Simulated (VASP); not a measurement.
# Co (P6_3/mmc) in VASP: notebook, part 2 of 3

VASP 6.6.1. Earlier steps stand in the parts before.

## (3) Electric field gradients, LDA, collinear spin, ferromagnetic start

INCAR reads:

```
  PREC = Accurate
  ENCUT = 300
  EDIFF = 1E-7
  ISMEAR = -1
  SIGMA = 0.05
  LREAL = False
  LASPH = True
  NELM = 120
  ALGO = Normal
  ISIF = 2
  LWAVE = False
  LCHARG = False
  ISPIN = 2
  MAGMOM = 1.5 1.5
  LORBIT = 11
  LMAXMIX = 4
  GGA = CA
  LEFG = True
```

KPOINTS reads:

```
regular mesh
0
Gamma
  5 5 3
```

POSCAR reads:

```
Co
1.0
    2.5074000000      0.0000000000      0.0000000000
   -1.2537000000      2.1714720974      0.0000000000
    0.0000000000      0.0000000000      4.0699000000
Co
2
Direct
    0.3333333333      0.6666666667      0.2500000000
    0.6666666667      0.3333333333      0.7500000000
```

Potentials or basis: VASP PAW LDA potentials, release 64 (Co).

Run with:

```bash
$ cat potpaw_LDA.64/Co/POTCAR > POTCAR
$ mpirun -np 1 vasp_std > vasp.out
```

OUTCAR:

```text
PREC = Accurate
   ENCUT = 300
   EDIFF = 1E-7
   ISMEAR = -1
   LREAL = False
   LASPH = True
   NELM = 120
   ISIF = 2
   ISPIN = 2
   LORBIT = 11
   GGA = CA

 ion  position               nearest neighbor table
   1  0.333  0.667  0.250-   2 2.50   2 2.50   2 2.50   2 2.50   2 2.50   2 2.50
   2  0.667  0.333  0.750-   1 2.50   1 2.50   1 2.50   1 2.50   1 2.50   1 2.50

  LATTYP: Found a hexagonal cell.
 ALAT       =     2.5074000000
 C/A-ratio  =     1.6231554598

  Lattice vectors:

 A1 = (   2.5074000000,   0.0000000000,   0.0000000000)
 A2 = (  -1.2537000000,   2.1714720974,   0.0000000000)
 A3 = (   0.0000000000,   0.0000000000,   4.0699000000)

Analysis of symmetry for initial positions (statically):
=====================================================================
 Subroutine PRICEL returns:
 Original cell was already a primitive cell.

 Routine SETGRP: Setting up the symmetry group for a
 hexagonal supercell.

 Subroutine GETGRP returns: Found 24 space group operations
 (whereof 12 operations were pure point group operations)
 out of a pool of 24 trial point group operations.

The static configuration has the point symmetry D_3d.
 The point group associated with its full space group is D_6h.

Analysis of symmetry for dynamics (positions and initial velocities):
=====================================================================
 Subroutine PRICEL returns:
 Original cell was already a primitive cell.

 Routine SETGRP: Setting up the symmetry group for a
[... 532 lines left out ...]
  --------------------------------------------------------------------------------------
  -------------------------------------------------------------------------------------
  Total       -2.5946622     -2.5946622     -3.4168511      0.0000000     -0.0000000     -0.0000000
  in kB     -187.5986843   -187.5986843   -247.0444045      0.0000000     -0.0000000     -0.0000000
  external PRESSURE =    -207.4139244 kB  Pullay stress =       0.0000000 kB

 VOLUME and BASIS-vectors are now :
 -----------------------------------------------------------------------------
  energy-cutoff  :      300.00
  volume of cell :       22.16
      direct lattice vectors                 reciprocal lattice vectors
     2.507400000  0.000000000  0.000000000     0.398819494  0.230258542  0.000000000
    -1.253700000  2.171472097  0.000000000     0.000000000  0.460517085  0.000000000
     0.000000000  0.000000000  4.069900000     0.000000000  0.000000000  0.245706283

 POSITION                                       TOTAL-FORCE (eV/Angst)
 -----------------------------------------------------------------------------------
     -0.00000      1.44765      1.01747         0.000000     -0.000000      0.000000
      1.25370      0.72382      3.05242        -0.000000      0.000000      0.000000
 -----------------------------------------------------------------------------------
    total drift:                                0.000000      0.000000     -0.000000

  FREE ENERGIE OF THE ION-ELECTRON SYSTEM (eV)
  ---------------------------------------------------
  free  energy   TOTEN  =       -16.0516549532 eV

  energy  without entropy=      -16.0350681720  energy(sigma->0) =      -16.04336156

 Electric field gradients (V/A^2)
---------------------------------------------------------------------
 ion       V_xx      V_yy      V_zz      V_xy      V_xz      V_yz
---------------------------------------------------------------------
   1      -6.698    -6.694    13.392     0.004     0.000    -0.000
   2      -6.698    -6.694    13.392     0.004    -0.000     0.000
---------------------------------------------------------------------

 Electric field gradients after diagonalization (V/A^2)
 (convention: |V_zz| > |V_xx| > |V_yy|)
----------------------------------------------------------------------
 ion       V_xx      V_yy      V_zz     asymmetry (V_yy - V_xx)/ V_zz
----------------------------------------------------------------------
   1      -6.700    -6.691    13.392       0.001
   2      -6.700    -6.691    13.392       0.001
----------------------------------------------------------------------

           NMR quadrupolar parameters

 Cq : quadrupolar parameter    Cq=e*Q*V_zz/h
 eta: asymmetry parameters     (V_yy - V_xx)/ V_zz
 Q  : nuclear electric quadrupole moment in mb (millibarn)
----------------------------------------------------------------------
 ion       Cq(MHz)       eta       Q (mb)
----------------------------------------------------------------------
   1       0.032       0.001       1.000
   2       0.032       0.001       1.000
----------------------------------------------------------------------

 total charge

# of ion       s       p       d       tot
------------------------------------------
    1        0.483   0.503   7.245   8.230
    2        0.483   0.503   7.245   8.230
--------------------------------------------------
tot          0.966   1.005  14.489  16.461

 magnetization (x)

# of ion       s       p       d       tot
------------------------------------------
    1       -0.005  -0.003   1.705   1.697
    2       -0.005  -0.003   1.705   1.697
--------------------------------------------------
tot         -0.009  -0.007   3.409   3.394
```

OSZICAR:

```text
N       E                     dE             d eps       ncg     rms          rms(c)
DAV:   1     0.535452905487E+02    0.53545E+02   -0.57973E+03   624   0.102E+03
DAV:   2    -0.173162183749E+02   -0.70862E+02   -0.65495E+02   600   0.214E+02
DAV:   3    -0.185012461391E+02   -0.11850E+01   -0.11695E+01   740   0.369E+01
DAV:   4    -0.185221221656E+02   -0.20876E-01   -0.20872E-01   883   0.382E+00
DAV:   5    -0.185223344970E+02   -0.21233E-03   -0.21233E-03   698   0.310E-01    0.147E+01
DAV:   6    -0.166428041791E+02    0.18795E+01   -0.16120E+01   670   0.763E+01    0.827E+00
DAV:   7    -0.160811452949E+02    0.56166E+00   -0.28780E+00   656   0.291E+01    0.377E+00
DAV:   8    -0.160638865191E+02    0.17259E-01   -0.27819E-02   902   0.237E+00    0.198E+00
DAV:   9    -0.160520280458E+02    0.11858E-01   -0.57996E-03   891   0.120E+00    0.646E-01
DAV:  10    -0.160514563458E+02    0.57170E-03   -0.51223E-04   775   0.328E-01    0.351E-01
DAV:  11    -0.160516494434E+02   -0.19310E-03   -0.20995E-04   781   0.237E-01    0.811E-02
DAV:  12    -0.160516570250E+02   -0.75816E-05   -0.26656E-05   839   0.763E-02    0.216E-02
DAV:  13    -0.160516543505E+02    0.26745E-05   -0.42809E-06   797   0.308E-02    0.159E-02
DAV:  14    -0.160516548183E+02   -0.46784E-06   -0.46791E-07   642   0.100E-02    0.180E-03
DAV:  15    -0.160516549789E+02   -0.16060E-06   -0.62989E-08   356   0.386E-03    0.983E-04
DAV:  16    -0.160516549532E+02    0.25677E-07   -0.14524E-08   328   0.144E-03
   1 F= -.16051655E+02 E0= -.16043362E+02  d E =-.165868E-01  mag=     3.4181
```

stdout:

```text
POSCAR found type information on POSCAR Co
 POSCAR found :  1 types and       2 ions
 scaLAPACK will be used
 LDA part: xc-table for (Slater(with rela. corr.)+CA(PZ))
 , standard interpolation
 POSCAR, INCAR and KPOINTS ok, starting setup
 FFT: planning ... GRIDC
 FFT: planning ... GRID_SOFT
 FFT: planning ... GRID
 WAVECAR not read
 entering main loop
ion   1

ion   2
```

Wall time 4 s (1 thread of Intel Xeon 6975P-C (Granite Rapids), shared host); peak memory 0.11 GiB.

Results:

* Free energy: -16.0517 eV
* Band gap on the k mesh: none (metal or under the smearing width)
* Net moment: 3.42 μB per cell
* Site moments: Co +1.70 μB
* Valence electrons inside the program's atomic spheres: Co 8.23

Levels at points of the mesh, in eV from the Fermi level:
Spin up:
```
           k point  band 9  band 10  band 11  band 12  band 13  band 14
(0.00, 0.00, 0.00)   -1.84    -0.77    -0.77    -0.18     6.13    21.79
```
Spin down:
```csv
k point,band 4,band 5,band 6,band 7,band 8,band 9,band 10,band 11
"(0.00, 0.00, 0.00)",-0.92,-0.92,-0.58,-0.58,-0.20,-0.20,0.06,0.97
```

Electric field gradients, principal values (V/Å²):
| atom | Vxx | Vyy | Vzz |
| --- | --- | --- | --- |
| 1 Co | -6.691 | -6.700 | 13.392 |
| 2 Co | -6.691 | -6.700 | 13.392 |

Caveat: the k mesh is coarse (spacing up to 0.58 Å⁻¹), so the values aren't converged; the cutoff is under 1.25 times the usual one of these potentials, so pressure, stress and relaxed cells hold a basis-set (Pulay) error.

## (4) Electric field gradients, PBEsol, collinear spin, ferromagnetic start

INCAR, as its differences from that of step 3:

```diff
@@ -1,3 +1,3 @@
   PREC = Accurate
-  ENCUT = 300
+  ENCUT = 520
   EDIFF = 1E-7
@@ -16,3 +16,3 @@
   LMAXMIX = 4
-  GGA = CA
+  GGA = PS
   LEFG = True
```

KPOINTS is that of step 3.

POSCAR is that of step 3.

Potentials or basis: VASP PAW PBE potentials, release 64 (Co).

Run with:

```bash
$ cat potpaw_PBE.64/Co/POTCAR > POTCAR
$ mpirun -np 1 vasp_std > vasp.out
```

OUTCAR:

```text
PREC = Accurate
   ENCUT = 520
   EDIFF = 1E-7
   ISMEAR = -1
   LREAL = False
   LASPH = True
   NELM = 120
   ISIF = 2
   ISPIN = 2
   LORBIT = 11
   GGA = PS

 ion  position               nearest neighbor table
   1  0.333  0.667  0.250-   2 2.50   2 2.50   2 2.50   2 2.50   2 2.50   2 2.50
   2  0.667  0.333  0.750-   1 2.50   1 2.50   1 2.50   1 2.50   1 2.50   1 2.50

  LATTYP: Found a hexagonal cell.
 ALAT       =     2.5074000000
 C/A-ratio  =     1.6231554598

  Lattice vectors:

 A1 = (   2.5074000000,   0.0000000000,   0.0000000000)
 A2 = (  -1.2537000000,   2.1714720974,   0.0000000000)
 A3 = (   0.0000000000,   0.0000000000,   4.0699000000)

Analysis of symmetry for initial positions (statically):
=====================================================================
 Subroutine PRICEL returns:
 Original cell was already a primitive cell.

 Routine SETGRP: Setting up the symmetry group for a
 hexagonal supercell.

[... 564 lines left out ...]
 -----------------------------------------------------------------------------------
    total drift:                                0.000000      0.000000     -0.000000

  FREE ENERGIE OF THE ION-ELECTRON SYSTEM (eV)
  ---------------------------------------------------
  free  energy   TOTEN  =       -15.3624858056 eV

  energy  without entropy=      -15.3508534703  energy(sigma->0) =      -15.35666964

 Electric field gradients (V/A^2)
---------------------------------------------------------------------
 ion       V_xx      V_yy      V_zz      V_xy      V_xz      V_yz
---------------------------------------------------------------------
   1      -5.720    -5.721    11.441    -0.001     0.000    -0.000
   2      -5.720    -5.721    11.441    -0.001    -0.000     0.000
---------------------------------------------------------------------

 Electric field gradients after diagonalization (V/A^2)
 (convention: |V_zz| > |V_xx| > |V_yy|)
----------------------------------------------------------------------
 ion       V_xx      V_yy      V_zz     asymmetry (V_yy - V_xx)/ V_zz
----------------------------------------------------------------------
   1      -5.722    -5.720    11.441       0.000
   2      -5.722    -5.720    11.441       0.000
----------------------------------------------------------------------

           NMR quadrupolar parameters

 Cq : quadrupolar parameter    Cq=e*Q*V_zz/h
 eta: asymmetry parameters     (V_yy - V_xx)/ V_zz
 Q  : nuclear electric quadrupole moment in mb (millibarn)
----------------------------------------------------------------------
 ion       Cq(MHz)       eta       Q (mb)
----------------------------------------------------------------------
   1       0.028       0.000       1.000
   2       0.028       0.000       1.000
----------------------------------------------------------------------

 total charge

# of ion       s       p       d       tot
------------------------------------------
    1        0.484   0.513   7.231   8.228
    2        0.484   0.513   7.231   8.228
--------------------------------------------------
tot          0.969   1.026  14.462  16.456

 magnetization (x)

# of ion       s       p       d       tot
------------------------------------------
    1       -0.005  -0.015   1.803   1.783
    2       -0.005  -0.015   1.803   1.783
--------------------------------------------------
tot         -0.011  -0.030   3.607   3.566
```

OSZICAR:

```text
N       E                     dE             d eps       ncg     rms          rms(c)
DAV:   1     0.778563755476E+02    0.77856E+02   -0.82372E+03   624   0.159E+03
DAV:   2    -0.158302928557E+02   -0.93687E+02   -0.86903E+02   600   0.257E+02
DAV:   3    -0.179572552272E+02   -0.21270E+01   -0.20640E+01   719   0.543E+01
DAV:   4    -0.179904566710E+02   -0.33201E-01   -0.33192E-01   884   0.530E+00
DAV:   5    -0.179907530621E+02   -0.29639E-03   -0.29638E-03   734   0.457E-01    0.156E+01
DAV:   6    -0.159144454491E+02    0.20763E+01   -0.17436E+01   663   0.832E+01    0.784E+00
DAV:   7    -0.153843616378E+02    0.53008E+00   -0.27293E+00   677   0.307E+01    0.398E+00
DAV:   8    -0.153744579522E+02    0.99037E-02   -0.32222E-02   808   0.246E+00    0.202E+00
DAV:   9    -0.153604798343E+02    0.13978E-01   -0.89412E-03   871   0.151E+00    0.845E-01
DAV:  10    -0.153616459338E+02   -0.11661E-02   -0.66692E-04   828   0.395E-01    0.590E-01
DAV:  11    -0.153624752170E+02   -0.82928E-03   -0.12177E-03   795   0.571E-01    0.904E-02
DAV:  12    -0.153624860023E+02   -0.10785E-04   -0.34422E-05   744   0.680E-02    0.222E-02
DAV:  13    -0.153624846431E+02    0.13592E-05   -0.52617E-06   852   0.342E-02    0.165E-02
DAV:  14    -0.153624859900E+02   -0.13470E-05   -0.74257E-07   714   0.137E-02    0.753E-03
DAV:  15    -0.153624858091E+02    0.18090E-06   -0.15337E-07   431   0.673E-03    0.496E-04
DAV:  16    -0.153624858056E+02    0.35207E-08   -0.23350E-08   349   0.160E-03
   1 F= -.15362486E+02 E0= -.15356670E+02  d E =-.116323E-01  mag=     3.5699
```

stdout:

```text
POSCAR found type information on POSCAR Co
 POSCAR found :  1 types and       2 ions
 scaLAPACK will be used
 -----------------------------------------------------------------------------
|                                                                             |
|                                                                             |
|     You enforced a specific xc type in the INCAR file but a different       |
|     I HOPE YOU KNOW WHAT YOU ARE DOING!                                     |
|                                                                             |
 -----------------------------------------------------------------------------

 LDA part: xc-table for (Slater+PW92), standard interpolation
 POSCAR, INCAR and KPOINTS ok, starting setup
 FFT: planning ... GRIDC
 FFT: planning ... GRID_SOFT
 FFT: planning ... GRID
 WAVECAR not read
 entering main loop
ion   1

ion   2
```

Run time: 6.6 s. Hardware: 1 thread of Intel Xeon 6975P-C (Granite Rapids), shared host; peak memory 0.14 GiB.

What came out:

- Free energy: -15.3625 eV
- Pressure: -12.1 GPa
- Band gap on the k mesh: none (metal or under the smearing width)
- Net moment: 3.57 μB per cell
- Site moments: Co +1.78 μB
- Valence electrons inside the program's atomic spheres: Co 8.23

Stress tensor (GPa, compression positive):
```
-10.01   0.00   0.00
  0.00 -10.01   0.00
  0.00   0.00 -16.22
```

Electric field gradients, principal values (V/Å²):
```csv
atom,Vxx,Vyy,Vzz
1 Co,-5.720,-5.722,11.441
2 Co,-5.720,-5.722,11.441
```

Caveat: the k mesh is coarse (spacing up to 0.58 Å⁻¹), so the values aren't converged; the PAW data sets were made with another functional, which shifts forces and pressure a little.

(Part 2 of 3 ends here.)
